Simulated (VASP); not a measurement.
TiAl3 under changes of volume

One of the cells (15.165 Å³/atom); the others are scaled copies at fixed shape and fractional positions:

```xyz
4
Lattice="-1.8909 1.8909 4.2411 1.8909 -1.8909 4.2411 1.8909 1.8909 -4.2411" Properties=species:S:1:pos:R:3 pbc="T T T"
Ti    0.0000    0.0000    0.0000
Al    1.8909    0.0000    2.1205
Al    0.0000    1.8909    2.1205
Al    0.0000    0.0000    4.2411
```

The cell comes from a database or a generator and needn't be the stable form of this composition.

* Program: VASP 6.6.1
* Functional: LDA
* Potentials or basis: VASP PAW LDA potentials, release 64 (Ti_sv, Al)
* Cutoff: 520 eV
* k mesh: 8 × 8 × 8
* Occupations: fermi-dirac, width 0.05 eV
* Spin: no spin polarisation

| volume (Å³/atom) | energy over the lowest point (meV/atom) | pressure (GPa) |
| --- | --- | --- |
| 14.558 | 9.50 | 5.2 |
| 14.861 | ? | ? |
| 15.165 | 0.00 | 0.0 |
| 15.468 | 2.13 | -2.2 |
| 15.771 | 8.26 | -4.2 |

Question: What does the run at 14.861 Å³/atom give?

Answer: Energy over the lowest point 2.30 meV/atom; pressure 2.5 GPa.

Worked out: A Birch-Murnaghan fit of order 2 (a polynomial in V^(-2/3)) to the other rows has its minimum at 15.17 Å³/atom with B0 = V·E''(V) = 117 GPa at fixed shape and positions, which overstates the stiffness. It gives 2.31 meV/atom at 14.861 Å³/atom, against the run's 2.30, and -dE/dV = 2.5 GPa, against 2.5.

Energies are extrapolated to zero smearing.
